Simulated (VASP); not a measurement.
KMgF3: equation of state with PBE

**Measured values to compare with.**

“High-pressure structural, elastic and electronic properties of the scintillator host material, KMgF3”, 2007, arxiv:cond-mat/0703621 reports, for a powder of KMgF3: bulk modulus 71.2 ± 0.2 GPa.

The system is KMgF3.

```
K Mg F
1.0
     3.98590    0.00000    0.00000
     0.00000    3.98590    0.00000
     0.00000    0.00000    3.98590
K Mg F
1 1 3
Direct
  0.50000 0.50000 0.50000
  0.00000 0.00000 0.00000
  0.00000 0.00000 0.50000
  0.00000 0.50000 0.00000
  0.50000 0.00000 0.00000
```

```
Program             : VASP 6.6.1
Task                : equation of state
Functional          : PBE
Potentials or basis : VASP PAW PBE potentials, release 64 (K_sv, Mg, F)
Cutoff              : 520 eV
k mesh              : 7 × 7 × 7
Occupations         : fermi-dirac, width 0.05 eV
Spin                : no spin polarisation
```

The equilibrium volume is 13.31 Å³/atom and the bulk modulus is 67 GPa. The pressure derivative of the bulk modulus is 4.5.

Energy against volume, from the lowest point:
| volume (Å³/atom) | energy (meV/atom) |
| --- | --- |
| 11.905 | 37.47 |
| 12.159 | 24.11 |
| 12.412 | 14.02 |
| 12.665 | 6.83 |
| 12.918 | 2.27 |
| 13.172 | 0.06 |
| 13.425 | 0.00 |

All runs of the series together: 110 s on 1 thread of AMD EPYC 9R45 (Zen 5) (shared host).

A measured bulk modulus of KMgF3 is 71.2 GPa (powder; “High-pressure structural, elastic and electronic properties of the scintillator host material, KMgF3”, 2007, arxiv:cond-mat/0703621); the calculated 67 GPa misses it by -6.2 %. The fit is for a static lattice scaled at fixed shape and fixed fractional positions.

PBE usually gives volumes a little too large and moduli too small.
